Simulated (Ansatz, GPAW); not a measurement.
# One calculation of Cd, 3 ways

```
Cd
1.0
    -1.77603    1.72922    1.83652
     1.72497   -1.73436    1.79061
     1.83438    1.79272   -1.84166
Cd
1
Direct
  0.97143 0.99272 0.01603
```

This isn't the form of Cd at room conditions, which is hcp.

Alike in all runs: task band structure; functional BLYP; dispersion D3(BJ); k mesh 10 × 10 × 10; occupations methfessel-paxton, width 0.1 eV; no spin polarisation; no spin-orbit coupling. Pressure is positive in compression and, in plane waves, holds the error of the finite cutoff, which Ansatz's Pulay term estimates and takes out.

```csv
program and potentials,plane-wave cutoff (eV),notes,pressure (GPa)
"Ansatz, Ansatz PAW",420,"potentials made for PBE, which Ansatz adapts in part; 20 valence electrons an atom on average; Pulay term of +0.06 GPa included",-0.54
"GPAW, PAW data sets generated for this functional",600,12 valence electrons an atom on average,-0.86
"Ansatz, all-electron LAPW, scalar-relativistic",-,-,-0.52
```

The pressure spans -0.86 (GPAW, PAW data sets generated for this functional) to -0.52 GPa (Ansatz, all-electron LAPW, scalar-relativistic), with all-electron results at -0.52. Some sets were made for another functional than the one run, which can shift their rows.

Differences between rows come from potentials, basis sets and numerical settings, since the functional is the same but for its coding. Runs on potential files found faulty are left out.
